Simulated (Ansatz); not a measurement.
Runs of Ansatz 0.2.0 on MgH2. It takes space group Fm-3m (No. 225, cubic). Conventional cell: a = 4.762 Å, b = 4.762 Å, c = 4.762 Å, α = 90.00°, β = 90.00°, γ = 90.00°. Mg (site symmetry m-3m) is surrounded by 8 H at 2.06 Å. Around H (site symmetry -43m) lie 4 Mg at 2.06 Å. Measurements of this composition are mostly on another form, of space group No. 136.

| level | gap on the mesh (eV) | pressure (GPa) | relaxed volume (Å³/atom) |
| --- | --- | --- | --- |
| PBEsol+D3(BJ)-ATM | none | 0.0 | 8.53 |
| PBEsol+D3(BJ) | none | 0.0 | 8.47 |
| PBEsol | none | 0.0 | 8.81 |
| PBEsol+D4 | none | 0.0 | (a) |

Alike in all rows: task relaxation of cell and atoms; potentials or basis Ansatz PAW; no spin polarisation; cell relaxed; k mesh 10 × 10 × 10; cutoff (eV) 420; smearing fermi-dirac 0.05 eV.

Problem. Estimate the missing entries.

Solution. (a) 8.66.

Caveats: the plane-wave basis is chosen anew once the cell has moved, so the energies of steps on either side of that aren't comparable; the PAW data sets come from PBE, with cores solved anew for the run's functional, which leaves a small shift of forces and pressure; pairwise dispersion overbinds metals, which lowers pressure and volume (some runs).

A gap of «none» marks a metal or a gap under the smearing width.
